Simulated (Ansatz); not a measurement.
# Si2Mo: an elastic constant from a strain scan

All numbers below come from DFT PBE, scalar-relativistic, plane waves, PAW (Ansatz 0.2.0). The runs took a 420 eV cutoff, a Γ-centred 20×20×20 mesh and Gaussian smearing (0.15 eV). No spin polarisation. Energies are free energies at this smearing, counted from the undisturbed cell; pressure is positive in compression.

Reference structure (relaxed at this level):

```yaml
crystal:
  lattice:
    - [-1.60842, 1.60842, 3.93651]
    - [1.60842, -1.60842, 3.93651]
    - [1.60842, 1.60842, -3.93651]
  atoms:
    - { symbol: Si, position: [0.33510, 0.33510, 0.00000] }
    - { symbol: Si, position: [0.66490, 0.66490, 0.00000] }
    - { symbol: Mo, position: [0.00000, 0.00000, 0.00000] }
```

The cell is strained by ε times the Voigt pattern (0, 0, 1, 0, 0, 0) (xx, yy, zz, yz, xz, xy; engineering shear) with fractional coordinates fixed. The cell holds 3 atoms in V0 = 40.74 Å³. The stress column is τ = (1/V0) dE/dε, got from the stress tensor σ (compression positive) at each point as −det(1 + εP) σ : P(1 + εP)⁻¹, with P the pattern as a tensor.

| ε | ΔE (meV/atom) | τ (GPa) |
| --- | --- | --- |
| -0.0600 | 90.336 | -38.728 |
| -0.0450 | 48.592 | -27.180 |
| -0.0300 | 20.665 | -16.967 |
| -0.0150 | 4.948 | -7.950 |
| 0.0000 | 0.000 | -0.005 |
| 0.0150 | 4.525 | 6.970 |
| 0.0300 | 17.337 | 13.036 |
| 0.0450 | 37.303 | 18.239 |
| 0.0525 | 49.641 | 20.549 |
| 0.0600 | ? | ? |

Which combination of elastic constants does this scan measure, and how large is it?

For small ε, τ = τ0 + Kε with K = pᵀCp, which for this pattern is C33 in the Cartesian frame shown. The parabola through τ at ε = -0.0150, 0 and 0.0150 has slope K = 497 GPa at zero. The energies per cell, E = NΔE, of the same two points give K = 2[E(ε₊)/ε₊ − E(ε₋)/ε₋]/[(ε₊ − ε₋)V0] = 497 GPa, in agreement. These are clamped-ion values.

Predict the withheld row at ε = 0.0600 from the harmonic law, and compare.

ΔE = V0(τ0 ε + Kε²/2)/N = 75.841 meV/atom and τ = 29.83 GPa. The calculation gives 63.390 meV/atom and 22.68 GPa: the energy lies 16 % below the harmonic value, as bonds soften when stretched.

Forces appear on the atoms along this scan, and letting them relax would lower the energy and soften the response. In a metal these slopes depend on the k mesh and the smearing.